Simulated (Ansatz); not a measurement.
**Sb: how the settings move a single-point run**

Question: which choices in the input matter for Sb?

Program: Ansatz 0.2.0. Level of theory: reference: DFT, LDA, all-electron LAPW, scalar-relativistic. These are calculated values, not measurements.

## Step 1: Starting point

Symmetry: Pm-3m, No. 221, cubic system. Conventional cell: a = 3.042 Å, b = 3.042 Å, c = 3.042 Å, α = 90.00°, β = 90.00°, γ = 90.00°. Sb (site symmetry m-3m) has 6 Sb at 3.04 Å as nearest neighbours.

Structure file:

```
Sb
1.0
     3.04167    0.00000    0.00000
     0.00000    3.04167    0.00000
     0.00000    0.00000    3.04167
Sb
1
Direct
  0.00000 0.00000 0.00000
```

## Step 2: The reference run

File input.yaml:

```yaml
crystal:
  lattice:
    - [3.0416716961, 0.0, 0.0]
    - [0.0, 3.0416716961, 0.0]
    - [0.0, 0.0, 3.0416716961]
  atoms:
    - { symbol: Sb, position: [0.0, 0.0, 0.0] }
kpoints:
  mp_grid: { grid: [12, 12, 12] }
scf:
  occupations: { method: fermi_dirac, width: 0.05 }
hamiltonian:
  xc: lda
  pseudopotentials: { kind: all_electron, lapw: { basis_error: 0.0005 } }
output:
  forces: true
  stress: true
  eigenvalues: true
```

On the command line:

```bash
ansatz run input.yaml --threads 1 --pin off --max-ram 2048MiB --backend cpu --events-out ev --progress --plain --runs-dir out
```

## Step 3: Changed: occupations.method tetrahedron_uncorrected, mixing.algorithm anderson, mixing.beta 0.9, mixing.ndim 16, dispersion d3bjatm, width left out

Changes to input.yaml since step 2:

```diff
@@ -10,3 +10,4 @@
 scf:
-  occupations: { method: fermi_dirac, width: 0.05 }
+  occupations: { method: tetrahedron_uncorrected }
+  mixing: { algorithm: anderson, beta: 0.9, ndim: 16 }
 hamiltonian:
@@ -14,2 +15,3 @@
   pseudopotentials: { kind: all_electron, lapw: { basis_error: 0.0005 } }
+  dispersion: d3bjatm
 output:
```

Q: Predict the outcome of this session. Wanted: for each run, ending; energy change; pressure; gap; force.

As calculated:

| run | ending | energy change | pressure (GPa) | gap (eV) | force (eV/Å) | cycles | time |
| --- | --- | --- | --- | --- | --- | --- | --- |
| reference | converged | 0 | 0.0 | 0.00 | 0.00 | 6 | 4.7 s |
| 1: occupations.method tetrahedron_uncorrected, mixing.algorithm anderson, mixing.beta 0.9, mixing.ndim 16, dispersion d3bjatm, width left out | converged | -378.8 meV/atom (σ→0) (offset of the dispersion model) | -2.5 | 0.00 | 0.00 | 6 | 3.6 s |

Residual by cycle in the longest SCF loop of each run; runs are numbered as in the table. The quantity is the density residual dr2, in eV.

| cycle | reference | run 1 |
| --- | --- | --- |
| 1 | 0.0227 | 0.0256 |
| 2 | 0.0132 | 0.00928 |
| 3 | 3.3e-4 | 8.7e-5 |
| 4 | 4.8e-6 | 2.5e-6 |
| 5 | 2.1e-7 | 4.2e-8 |
| 6 | 3.7e-10 | 1.1e-10 |

What this shows: Changing the smearing, mixing and dispersion term moves the energy by -378.8 meV/atom (σ→0 values), and the pressure goes from 0.0 to -2.5 GPa. The dispersion term itself accounts for -483.0 meV/atom of it. Its damping parameters are borrowed, as the log notes. Semilocal functionals close small gaps, so the missing gap need not be the real solid's.
